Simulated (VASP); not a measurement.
Runs of VASP 6.6.1 on Cd. The structure is cubic, space group Im-3m (No. 229). The conventional cell has a = 3.569 Å, b = 3.569 Å, c = 3.569 Å, α = 90.00°, β = 90.00°, γ = 90.00°. Around Cd (site symmetry m-3m) lie 8 Cd at 3.09 Å. This isn't the form of Cd at room conditions, which is hcp.

```csv
level,spin,fixed moment (μB),cell,smearing,pressure (GPa),moment (μB)
PBEsol,"collinear, typed start",1.0,volume scaled by 1.02,fermi-dirac 0.05 eV,4.0,1.00
PBE,off,-,as given,tetrahedron,(a),-
PBEsol,"collinear, typed start",1.0,volume scaled by 1.06,fermi-dirac 0.05 eV,2.0,1.00
PBEsol,"collinear, typed start",1.0,volume scaled by 0.94,fermi-dirac 0.05 eV,9.5,1.00
```

Alike in all rows: task single point; potentials or basis VASP PAW PBE potentials, release 64 (Cd); k mesh 10 × 10 × 10; cutoff (eV) 520.

Estimate the missing entries.

(a) 1.6.

Caveats: the PAW data sets were made with another functional, which shifts forces and pressure a little (some runs); the total moment is fixed, so each spin has its own Fermi level (some runs); tetrahedron occupations give inexact forces and stress in metals (some runs).
